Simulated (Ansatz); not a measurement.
# Zr: the cost of one run

Method: DFT PBE, scalar-relativistic, plane waves, PAW, in Ansatz 0.2.0.

### 1 The starting structure

The structure is cubic, space group Fm-3m (No. 225). Conventional cell: a = 4.529 Å, b = 4.529 Å, c = 4.529 Å, α = 90.00°, β = 90.00°, γ = 90.00°. Zr (site symmetry m-3m) has 12 Zr at 3.20 Å as nearest neighbours.

As a file:

```
CELL_PARAMETERS angstrom
0.00000 2.26462 2.26462
2.26462 0.00000 2.26462
2.26462 2.26462 0.00000
ATOMIC_POSITIONS crystal
Zr 0.00000 0.00000 0.00000
```

This is candidate A: structure listed in a database for this formula (Fm-3m, No. 225).

(A quick probe on a coarse mesh, which set the mesh and smearing, is not shown.)

### 3 The relaxation (candidate A)

input.yaml reads:

```yaml
crystal:
  lattice:
    - [0.0, 2.2646202716, 2.2646202716]
    - [2.2646202716, 0.0, 2.2646202716]
    - [2.2646202716, 2.2646202716, 0.0]
  atoms:
    - { symbol: Zr, position: [0.0, 0.0, 0.0] }
basis:
  ecutwfc: 420
kpoints:
  mp_grid: { grid: [22, 22, 22] }
hamiltonian:
  xc: pbe
scf:
  occupations: { method: gaussian, width: 0.1 }
output:
  forces: true
  stress: true
  eigenvalues: true
relax:
  adjacent_minimum: "off"
  f_tol: 0.01
  max_steps: 80
  cell: { stress_tol: 0.05 }
```

Q: Estimate wall time and peak memory on 1 thread of an x86-64 CPU, shared host.

About 12 s, with a peak of 0.44 GiB.
